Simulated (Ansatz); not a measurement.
**WS2 in Ansatz: the effect of functional**

The system is WS2, a slab with vacuum.

```
CELL_PARAMETERS angstrom
3.18321 0.00000 0.00000
-1.59160 2.75674 0.00000
0.00000 0.00000 23.66876
ATOMIC_POSITIONS crystal
W 0.66667 0.33333 0.36268
W 0.33333 0.66667 0.63732
S 0.66667 0.33333 0.70318
S 0.33333 0.66667 0.42856
S 0.66667 0.33333 0.57144
S 0.33333 0.66667 0.29682
```

Alike in all runs:

```yaml
Program: Ansatz 0.2.0
Task: band structure
Potentials_or_basis: Ansatz PAW
k_mesh: 7 × 7 × 2
Occupations: fermi-dirac, width 0.05 eV
Spin: no spin polarisation
```

| functional | cutoff | gap on the mesh (eV) | largest force (eV/Å) |
| --- | --- | --- | --- |
| BLYP | 420 eV (not typed: the program's choice for these potentials) | 1.64 | 0.76 |
| r2SCAN | 500 eV (not typed: the program's choice for these potentials) | 1.78 | 0.01 |
| LDA | 420 eV (not typed: the program's choice for these potentials) | 1.60 | 0.39 |
| PBE | 420 eV (not typed: the program's choice for these potentials) | 1.65 | 0.27 |
| PBEsol | 420 eV (not typed: the program's choice for these potentials) | 1.63 | 0.12 |
| RPBE | 420 eV (not typed: the program's choice for these potentials) | 1.69 | 0.46 |
| revPBE | 420 eV (not typed: the program's choice for these potentials) | ? | ? |

What does the run with functional revPBE give?

gap on the mesh 1.68 eV; largest force 0.40 eV/Å.

Caveats: the k mesh misses the band edges, so the gap on the mesh is wider than the one along the path; spin-orbit coupling is left out, which moves the levels of the heavy elements; the PAW data sets come from PBE, with cores solved anew for the run's functional, which leaves a small shift of forces and pressure (some runs).
